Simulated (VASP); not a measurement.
**Si: relaxation of cell and atoms with PBE+D3(BJ)**

Crystal: Si.

```
CELL_PARAMETERS angstrom
0.00000 2.70993 2.70993
2.70993 0.00000 2.70993
2.70993 2.70993 0.00000
ATOMIC_POSITIONS crystal
Si 0.75000 0.75000 0.75000
Si 0.50000 0.50000 0.50000
```

* Program: VASP 6.6.1
* Task: relaxation of cell and atoms
* Functional: PBE
* Dispersion: D3(BJ)
* Potentials or basis: VASP PAW PBE potentials, release 64 (Si)
* Cutoff: 600 eV
* k mesh: 10 × 10 × 10
* Occupations: gaussian, width 0.03 eV
* Spin: no spin polarisation
* Further INCAR settings: ALGO = Normal; EDIFF = 1e-07; IBRION = 2; EDIFFG = -0.005; NSW = 90; ISIF = 3

```json
{
 "Pressure after relaxing": "0.0 GPa",
 "Band gap on the k mesh": "0.57 eV, indirect (least direct gap 2.57 eV)",
 "Dispersion energy per atom": "-0.316 eV"
}
```

Final structure:
```xyz
2
Lattice="0.0000 2.7099 2.7099 2.7099 0.0000 2.7099 2.7099 2.7099 0.0000" Properties=species:S:1:pos:R:3 pbc="T T T"
Si    4.0649    4.0649    4.0649
Si    2.7099    2.7099    2.7099
```

Levels at points of the mesh, in eV from the valence-band top:
```tsv
k point	band 2	band 3	band 4	band 5	band 6	band 7
(0.00, 0.00, 0.00)	0.00	0.00	0.00	2.57	2.57	2.57
(0.50, 0.00, 0.00)	-6.99	-1.20	-1.20	1.56	3.34	3.34
(0.50, 0.50, 0.00)	-7.83	-2.86	-2.86	0.70	0.70	10.17
```

It took 6.1 s on 1 thread of Intel(R) Xeon(R) 6975P-C (Granite Rapids), with other jobs on the host, peak memory 0.18 GiB.

Caveat: the relaxation stopped at its first step, so nothing moved. As with any semilocal functional, this PBE gap is likely too small.
